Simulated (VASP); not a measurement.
Crystal: ZnCu2SnS4.

```
CELL_PARAMETERS angstrom
-2.71710 2.71710 5.42480
2.71710 -2.71710 5.42480
2.71710 2.71710 -5.42480
ATOMIC_POSITIONS crystal
Zn 0.25000 0.75000 0.50000
Cu 0.00000 0.00000 0.00000
Cu 0.75000 0.25000 0.50000
Sn 0.50000 0.50000 0.00000
S 0.37161 0.88441 0.99960
S 0.11559 0.11519 0.48720
S 0.88481 0.37201 0.00040
S 0.62799 0.62839 0.51280
```

```yaml
Program: VASP 6.6.1
Task: relaxation of cell and atoms
Functional: PBE
Potentials_or_basis: VASP PAW PBE potentials, release 64 (Zn, Cu, Sn_d, S)
Cutoff: 600 eV
k_mesh: 10 × 10 × 10
Occupations: gaussian, width 0.03 eV
Spin: no spin polarisation
```

At the start: pressure 2.1 GPa; volume 20.02 Å³/atom.

Q: How do energy, volume and symmetry change on relaxing?

A: Over 11 steps the energy falls by 10.2 meV/atom and the volume is 20.47 Å³/atom (+2.2 %); space group I-4 (No. 82, to 0.05 Å).

The path:
| step | energy change (eV) | largest force (eV/Å) | pressure (GPa) | volume (Å³) |
| --- | --- | --- | --- | --- |
| 1 | 0.0000 | 0.5795 | 2.14 | 160.20 |
| 2 | -0.0629 | 0.1976 | -0.94 | 166.48 |
| 3 | -0.0638 | 0.2336 | -0.63 | 165.76 |
| 4 | -0.0771 | 0.1211 | -0.30 | 164.63 |
| 5 | -0.0808 | 0.0347 | 0.17 | 163.19 |
| 6 | -0.0813 | 0.0203 | 0.08 | 163.53 |
| 7 | -0.0813 | 0.0216 | 0.06 | 163.58 |
| 8 | -0.0815 | 0.0104 | -0.01 | 163.77 |
| 9 | -0.0815 | 0.0071 | -0.07 | 163.86 |
| 10 | -0.0815 | 0.0080 | -0.07 | 163.83 |
| 11 | -0.0815 | 0.0090 | -0.01 | 163.80 |

Final structure:
```
Zn Cu Sn S
1.0
    -2.73767    2.73767    5.46375
     2.73767   -2.73767    5.46375
     2.73767    2.73767   -5.46375
Zn Cu Sn S
1 2 1 4
Direct
  0.25000 0.75000 0.50000
  0.00000 0.00000 0.00000
  0.75000 0.25000 0.50000
  0.50000 0.50000 0.00000
  0.37125 0.89491 0.00752
  0.10509 0.11262 0.47635
  0.88738 0.36373 0.99248
  0.63627 0.62875 0.52365
```
